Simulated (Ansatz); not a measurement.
Crystal: KMgF3.

```xyz
5
Lattice="3.9859 0.0000 0.0000 0.0000 3.9859 0.0000 0.0000 0.0000 3.9859" Properties=species:S:1:pos:R:3 pbc="T T T"
K     1.9929    1.9929    1.9929
Mg    0.0000    0.0000    0.0000
F     0.0000    0.0000    1.9929
F     0.0000    1.9929    0.0000
F     1.9929    0.0000    0.0000
```

Base run:

```yaml
Program: Ansatz 0.2.0
Functional: PBE
Potentials_or_basis: all-electron LAPW, scalar-relativistic
Cutoff: 334 eV (chosen from the basis error)
Basis_error_allowed: 0.002 eV/atom
k_mesh: 7 × 7 × 7
Occupations: fermi-dirac, width 0.05 eV
Spin: no spin polarisation
```

Its results: band gap on the k mesh 7.36 eV, indirect (least direct gap 7.64 eV); pressure 3.8 GPa.

Question: The run is repeated on the same cell with these changes: functional from PBE to LDA. What comes out?

Answer: Band gap on the k mesh 7.00 eV, indirect (least direct gap 7.29 eV); pressure -4.4 GPa.

LDA binds more tightly than PBE, so the same cell stands under less pressure.

A k mesh can miss the band edges.
